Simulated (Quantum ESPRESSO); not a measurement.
**Au under changes of volume**

One of the cells (18.207 Å³/atom); the others are scaled copies at fixed shape and fractional positions:

```
Au
1.0
    -1.65727    1.65727    1.65727
     1.65727   -1.65727    1.65727
     1.65727    1.65727   -1.65727
Au
1
Cartesian
  0.0000 0.0000 0.0000
```

This isn't the form of Au at room conditions, which is fcc.

| Item | Value |
| --- | --- |
| Program | Quantum ESPRESSO 7.5 |
| Functional | LDA |
| Potentials or basis | GBRV 1.5 LDA |
| Cutoff | 612 eV |
| Density cutoff | 4898 eV |
| k mesh | 11 × 11 × 11 |
| Occupations | fermi-dirac, width 0.05 eV |
| Spin | no spin polarisation |

```csv
volume (Å³/atom),energy over the lowest point (meV/atom),pressure (GPa)
17.115,0.00,-5.3
17.479,15.49,-8.4
17.843,?,?
18.207,65.24,-13.4
18.571,97.71,-15.4
18.935,134.35,-17.1
19.299,174.63,-18.6
```

Q: What does the run at 17.843 Å³/atom give?

A: Energy over the lowest point 37.61 meV/atom; pressure -11.1 GPa.

Worked out: A Birch-Murnaghan fit of order 3 (a polynomial in V^(-2/3)) to the other rows has no minimum within the range. It gives 37.55 meV/atom at 17.843 Å³/atom, against the run's 37.61, and -dE/dV = -11.0 GPa, against -11.1.

Energies are extrapolated to zero smearing.
